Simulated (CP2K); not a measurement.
TiAl under changes of volume

One of the cells (16.653 Å³/atom); the others are scaled copies at fixed shape and fractional positions:

```
Ti Al
1.0
     2.86726    0.00000    0.00000
    -1.43363    2.48312    0.00000
     0.00000    0.00000    4.67808
Ti Al
1 1
Cartesian
  0.0000 0.0000 0.0000
  0.0000 1.6554 2.3390
```

The cell comes from a database or a generator and needn't be the stable form of this composition.

| Item | Value |
| --- | --- |
| Program | CP2K 2026.2 |
| Functional | PBEsol |
| Potentials or basis | POTENTIAL_UZH Ti GTH-PBE-q12, Al GTH-PBE-q3; TZVP-MOLOPT-PBE-GTH basis |
| Density cutoff | 6123 eV |
| k mesh | 11 × 11 × 6 |
| Occupations | fermi-dirac, width 0.05 eV |
| Spin | no spin polarisation |

| volume (Å³/atom) | energy over the lowest point (meV/atom) | pressure (GPa) |
| --- | --- | --- |
| 15.654 | 10.56 | 5.2 |
| 15.987 | 2.73 | 2.6 |
| 16.320 | 0.00 | 0.2 |
| 16.653 | ? | ? |
| 16.986 | 8.14 | -3.9 |
| 17.320 | 18.21 | -5.7 |
| 17.653 | 31.78 | -7.3 |

What does the run at 16.653 Å³/atom give?

Energy over the lowest point 1.96 meV/atom; pressure -1.9 GPa.

Worked out: A Birch-Murnaghan fit of order 3 (a polynomial in V^(-2/3)) to the other rows has its minimum at 16.34 Å³/atom with B0 = V·E''(V) = 109 GPa and B' = 3.6 at fixed shape and positions, which overstates the stiffness. It gives 1.95 meV/atom at 16.653 Å³/atom, against the run's 1.96, and -dE/dV = -2.0 GPa, against -1.9.

Energies are extrapolated to zero smearing.

Caveats: the potentials were made for another functional, which shifts forces and pressure; the basis of atomic orbitals isn't converged, which shifts pressures, moduli and gaps.
